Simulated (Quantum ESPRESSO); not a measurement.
A run of Quantum ESPRESSO 7.5 is set up as follows.

File pw.in:

```
&CONTROL
  calculation = 'scf'
  prefix = 'pwscf'
  outdir = './tmp'
  pseudo_dir = './pseudo'
  tprnfor = .true.
  disk_io = 'low'
/
&SYSTEM
  ibrav = 0
  celldm(1) = 8
  nat = 6
  ntyp = 1
  ecutwfc = 94
  nbnd = 58
  occupations = 'smearing'
  smearing = 'fd'
  degauss = 0.00367493
  nspin = 2
  starting_magnetization(1) = 0.2143
/
&ELECTRONS
  conv_thr = 6d-09
  electron_maxstep = 150
  mixing_beta = 0.3
  mixing_mode = 'local-TF'
/
ATOMIC_SPECIES
Cr    51.9961 Cr.upf
CELL_PARAMETERS alat
  0.6146695523618   0.0000000000000   0.0000000000000
  0.0000000000000   0.6146695523618   0.0000000000000
  0.0000000000000   0.0000000000000   5.7164215269930
ATOMIC_POSITIONS crystal
Cr     0.5000000000    0.5000000000    0.3099173554
Cr     0.0000000000    0.0000000000    0.3859504132
Cr     0.5000000000    0.5000000000    0.4619834711
Cr     0.0000000000    0.0000000000    0.5380165289
Cr     0.5000000000    0.5000000000    0.6140495868
Cr     0.0000000000    0.0000000000    0.6900826446
K_POINTS automatic
10 10 1 0 0 0
```

File pp_density.in:

```
&INPUTPP
  prefix = 'pwscf'
  outdir = './tmp'
  filplot = 'density.dat'
  plot_num = 0
/
&PLOT
  nfile = 1
  filepp(1) = 'density.dat'
  iflag = 3
  output_format = 6
  fileout = 'density.cube'
/
```

The input pp_potential.in:

```
&INPUTPP
  prefix = 'pwscf'
  outdir = './tmp'
  filplot = 'potential.dat'
  plot_num = 11
/
&PLOT
  nfile = 1
  filepp(1) = 'potential.dat'
  iflag = 3
  output_format = 6
  fileout = 'potential.cube'
/
```

pp_spin.in

```
&INPUTPP
  prefix = 'pwscf'
  outdir = './tmp'
  filplot = 'spin.dat'
  plot_num = 6
/
&PLOT
  nfile = 1
  filepp(1) = 'spin.dat'
  iflag = 3
  output_format = 6
  fileout = 'spin.cube'
/
```

File pp_elf.in:

```
&INPUTPP
  prefix = 'pwscf'
  outdir = './tmp'
  filplot = 'elf.dat'
  plot_num = 8
/
&PLOT
  nfile = 1
  filepp(1) = 'elf.dat'
  iflag = 3
  output_format = 6
  fileout = 'elf.cube'
/
```

Potentials or basis: PseudoDojo 0.4.1 SR PBE standard.

The run is started by

```console
$ OMP_NUM_THREADS=1 mpirun -n 2 pw.x -nk 2 -in pw.in > pw.out
$ OMP_NUM_THREADS=1 mpirun -n 1 pp.x -in pp_density.in > pp_density.out
$ OMP_NUM_THREADS=1 mpirun -n 1 pp.x -in pp_potential.in > pp_potential.out
$ OMP_NUM_THREADS=1 mpirun -n 1 pp.x -in pp_spin.in > pp_spin.out
$ OMP_NUM_THREADS=1 mpirun -n 1 pp.x -in pp_elf.in > pp_elf.out
```

(1) What does it give for the work function of the upper face?

(2) Predict the work function of the lower face.

(3) What does it give for the absolute moment?

(4) What does it give for the band gap on the k mesh?

Answers

(1) 3.85 eV.

(2) 3.85 eV.

(3) 11.44 μB per cell.

(4) none (metal or under the smearing width).
